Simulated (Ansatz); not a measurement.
Reaction (hydrogenolysis of a C–Al bond): `NCC[CH2][AlH2]` + H₂ → `CCCN` + `[AlH3]`

Isolated molecules relaxed with PBE0-D4/def2-TZVP in Ansatz; ΔE leaves out vibrations. CCSD(T)/CBS adds triple-zeta CCSD(T) − MP2 to the extrapolated MP2 energy (def2 sets, frozen cores). This one scheme is used for every species. Functionals use def2-TZVPP. Each species was taken in one conformer, which may not be the lowest.

`NCC[CH2][AlH2]`:

Z-matrix (Å, degrees):
```
C
C 1 1.518
N 1 1.437 2 112.7
H 1 1.095 2 109.6 3 -121.4
H 1 1.128 2 108.0 3 124.8
C 2 1.531 1 110.4 3 -176.4
H 2 1.095 1 108.8 3 59.0
H 2 1.097 1 108.3 3 -56.3
H 3 1.012 1 111.4 2 61.4
H 3 1.011 1 112.3 2 -177.0
Al 6 1.966 2 105.5 1 48.7
H 6 1.094 2 110.6 1 170.9
H 6 1.095 2 110.4 1 -71.4
H 11 1.592 6 123.1 2 -122.9
H 11 1.595 6 117.9 2 57.9
```

H₂:

```xyz
2

H     0.157   -0.337   -0.029
H    -0.157    0.337    0.029
```

`CCCN`:

Cartesian coordinates in Å:
```
C -1.107 0.610 0.767
C -0.357 0.553 -0.553
C 0.477 -0.714 -0.728
N 1.554 -0.921 0.225
H -1.706 1.519 0.848
H -1.783 -0.244 0.872
H -0.422 0.598 1.620
H 0.300 1.427 -0.644
H -1.070 0.618 -1.383
H -0.182 -1.588 -0.680
H 0.913 -0.719 -1.732
H 2.189 -0.131 0.222
H 1.193 -1.006 1.166
```

`[AlH3]`:

Cartesian coordinates in Å:
```
Al 0.000 0.000 0.000
H -1.383 -0.404 -0.662
H 0.111 0.150 1.575
H 1.272 0.254 -0.913
```

```json
{"level": "ωB97M-V", "ΔE (eV)": "-0.29"}
{"level": "B2PLYP", "ΔE (eV)": "-0.38"}
{"level": "MP2/def2-TZVPP", "ΔE (eV)": "-0.27"}
{"level": "CCSD/def2-TZVPP", "ΔE (eV)": "-0.40"}
{"level": "CCSD(T)/def2-TZVPP", "ΔE (eV)": "-0.33"}
{"level": "HF/def2-QZVPP", "ΔE (eV)": "-0.68"}
{"level": "MP2/def2-QZVPP", "ΔE (eV)": "-0.25"}
{"level": "HF/CBS(def2)", "ΔE (eV)": "-0.68"}
```

(1) What does CCSD(T)/CBS give? (Best estimate.)

Largest T1 diagnostic among the species: 0.010.

## Answers

(1) Ansatz gave: -0.30 eV. The listed levels differ from it by 0.01, -0.08, 0.03, -0.10, -0.03, -0.38, 0.05, -0.38 eV.

In def2-TZVPP, CCSD(T) changes the Hartree–Fock value by +0.35 eV (the triples alone add +0.07 eV) and MP2 by +0.42 eV. The D4 term adds +0.11 eV with B3LYP and +0.06 eV with PBE0; it sums over pairs of atoms, weighted by their polarisabilities, and B3LYP, whose exchange is more repulsive, gets the larger term.

B3LYP here is the variant with VWN-RPA as its local correlation; programs differ in this.

CCSD(T)/CBS has its own doubt, a few kJ/mol and more with outer-core shells, so smaller differences from it don't rank the levels.
